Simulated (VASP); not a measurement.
Here is a VASP 6.6.1 calculation.

The input INCAR:

```
SYSTEM = NbN
  PREC = Accurate
  ENCUT = 600
  EDIFF = 1E-6
  ISMEAR = 1
  SIGMA = 0.1
  LREAL = .False.
  LASPH = .True.
  NELM = 80
  ALGO = Normal
  ISIF = 3
  LWAVE = .False.
  LCHARG = .False.
  GGA = PE
  IVDW = 12
  IBRION = 2
  NSW = 90
  EDIFFG = -0.01
```

Contents of KPOINTS:

```
Automatic mesh
0
Gamma
  14 14 14
  0 0 0
```

Contents of POSCAR:

```
NbN
1.0
    0.0000000000      2.1945000000      2.1945000000
    2.1945000000      0.0000000000      2.1945000000
    2.1945000000      2.1945000000      0.0000000000
Nb N
1 1
Direct
    0.5000000000      0.5000000000      0.5000000000
    0.0000000000      0.0000000000      0.0000000000
```

Potentials or basis: VASP PAW PBE potentials, release 64 (Nb_sv, N).

The run is started by

```bash
$ cat potpaw_PBE.64/Nb_sv/POTCAR potpaw_PBE.64/N/POTCAR > POTCAR
$ mpirun -np 1 vasp_std > vasp.out
```

(1) Estimate the dispersion energy per atom.

(2) Estimate the relaxed cell.

(3) What does it give for the space group after relaxing (to 0.05 Å)?

Results:

(1) -0.514 eV.

(2) a = 3.098 Å, b = 3.098 Å, c = 3.098 Å, α = 60.00°, β = 60.00°, γ = 60.00°.

(3) Fm-3m (No. 225).
